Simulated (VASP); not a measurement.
Runs of VASP 6.6.1 on Be. It takes space group Im-3m (No. 229, cubic). The conventional cell has a = 2.520 Å, b = 2.520 Å, c = 2.520 Å, α = 90.00°, β = 90.00°, γ = 90.00°. Around Be (site symmetry m-3m) lie 8 Be at 2.18 Å. This isn't the form of Be at room conditions, which is hcp.

| cell | k mesh | gap on the mesh (eV) | pressure (GPa) |
| --- | --- | --- | --- |
| Im-3m, 8.0 Å³/atom | 20 × 20 × 20 | none | -0.1 |
| Im-3m, 7.04 Å³/atom | 20 × 20 × 20 | none | (a) |
| Im-3m, 8.0 Å³/atom | 29 × 29 × 29 | none | 0.0 |
| Im-3m, 8.32 Å³/atom | 20 × 20 × 20 | none | -4.4 |

Alike in all rows: task single point; level revPBE; potentials or basis VASP PAW PBE potentials, release 64 (Be); no spin polarisation; cutoff (eV) 520; smearing fermi-dirac 0.1 eV.

Task: Estimate the missing entries.

Result: (a) 18.7.

Caveats: the PAW data sets were made with another functional, which shifts forces and pressure a little (some runs); so large a pressure means that the cell lies far from this level's equilibrium, or that cutoff or potentials fall short (some runs); the potentials were made for another functional, which shifts forces and pressure (some runs).

A gap of «none» marks a metal or a gap under the smearing width.
